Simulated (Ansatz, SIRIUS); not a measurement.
## Ge: programs and potentials compared

```
Ge
1.0
     2.71047    0.00000    0.00000
     0.00000    2.71047    0.00000
     0.00000    0.00000    2.71047
Ge
1
Direct
  0.00000 0.00000 0.00000
```

This isn't the form of Ge at room conditions, which is diamond.

Alike in all runs: task equation of state; functional PBE; k mesh 10 × 10 × 10; occupations fermi-dirac, width 0.05 eV; no spin polarisation; no spin-orbit coupling.

```tsv
program and potentials	plane-wave cutoff (eV)	notes	equilibrium volume (Å³/atom)	bulk modulus (GPa)
Ansatz, Ansatz PAW	420	-	19.77	69.0
Ansatz, Ansatz PAW (earlier soft set)	420	-	19.78	69.0
SIRIUS, PseudoDojo 0.4.1 PBE standard (scalar relativistic)	1078	-	19.80	69.0
```

The equilibrium volume spans 19.77 (Ansatz, Ansatz PAW) to 19.80 Å³/atom (SIRIUS, PseudoDojo 0.4.1 PBE standard (scalar relativistic)). All agree on the bulk modulus.

Differences between rows come from potentials, basis sets and numerical settings, since the functional is the same but for its coding. Runs on potential files found faulty are left out.
